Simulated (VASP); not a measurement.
Input of a VASP 6.6.1 run:

INCAR

```
SYSTEM = Br
ALGO = Fast
EDIFF = 1E-6
ENCUT = 520
GGA = PE
ISIF = 2
ISMEAR = 0
LASPH = .TRUE.
LCHARG = .TRUE.
LELF = .TRUE.
LREAL = .FALSE.
LVHAR = .TRUE.
LWAVE = .FALSE.
NBANDS = 10
NELM = 80
PREC = Accurate
SIGMA = 0.05
```

KPOINTS

```
k-points
0
G
  13 13 13
  0 0 0
```

Contents of POSCAR:

```
Br
1.0
   -1.4234917050      1.4234917050      3.5775173700
    1.4234917050     -1.4234917050      3.5775173700
    1.4234917050      1.4234917050     -3.5775173700
Br
1
Cartesian
    0.0000000000      0.0000000000      0.0000000000
```

Potentials or basis: VASP PAW PBE potentials, release 54 (Br).

Run with:

```console
$ cat potpaw_PBE.54/Br/POTCAR > POTCAR
$ mpirun -np 1 vasp_std > vasp.out
```

(1) Estimate the band gap on the k mesh.

(2) What does it give for the pressure?

Results:

(1) none (metal or under the smearing width).

(2) 1.4 GPa.

Caveat: an odd number of electrons without spin polarisation forces a metal; a magnetic or distorted state may lie lower.
